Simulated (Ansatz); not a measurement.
# Al3Cu: the cost of one run

Method: DFT PBE, scalar-relativistic, plane waves, PAW, in Ansatz 0.2.0.

### 1 Starting point

Symmetry: Im-3m, No. 229, cubic system. The conventional cell has a = 5.213 Å, b = 5.213 Å, c = 5.213 Å, α = 90.00°, β = 90.00°, γ = 90.00°. Al (site symmetry 4/mmm) has 4 Al at 2.61 Å and 2 Cu at 2.61 Å as nearest neighbours. Around Cu (site symmetry m-3m) lie 6 Al at 2.61 Å.

Structure file:

```
CELL_PARAMETERS angstrom
-2.60667 2.60667 2.60667
2.60667 -2.60667 2.60667
2.60667 2.60667 -2.60667
ATOMIC_POSITIONS crystal
Al 0.00000 0.50000 0.50000
Al 0.50000 0.00000 0.50000
Al 0.50000 0.50000 0.00000
Cu 0.00000 0.00000 0.00000
```

A structure generator made this guess: random cell by space group and Wyckoff sites (Im-3m, No. 229). Lengths come from tabulated atomic sizes and are only a guess.

### 2 The guess as it stands, on a coarse mesh

Input file input.yaml:

```yaml
crystal:
  lattice:
    - [-2.60666525, 2.60666525, 2.60666525]
    - [2.60666525, -2.60666525, 2.60666525]
    - [2.60666525, 2.60666525, -2.60666525]
  atoms:
    - { symbol: Al, position: [0.0, 0.5, 0.5] }
    - { symbol: Al, position: [0.5, 0.0, 0.5] }
    - { symbol: Al, position: [0.5, 0.5, 0.0] }
    - { symbol: Cu, position: [0.0, 0.0, 0.0] }
basis:
  ecutwfc: 420
kpoints:
  mp_grid: { grid: [6, 6, 6] }
hamiltonian:
  xc: pbe
scf:
  occupations: { method: gaussian, width: 0.1 }
  lower_state_search: "off"
output:
  forces: true
  stress: true
  eigenvalues: true
```

Command:

```console
$ ansatz run input.yaml --threads 1 --pin off --max-ram 2560MiB --backend cpu --events-out ev --progress --plain --runs-dir out
```

Q: Estimate wall time and peak memory on 1 thread of Arm Neoverse V2, shared host.

About 1.4 s, with a peak of 0.3 GiB.
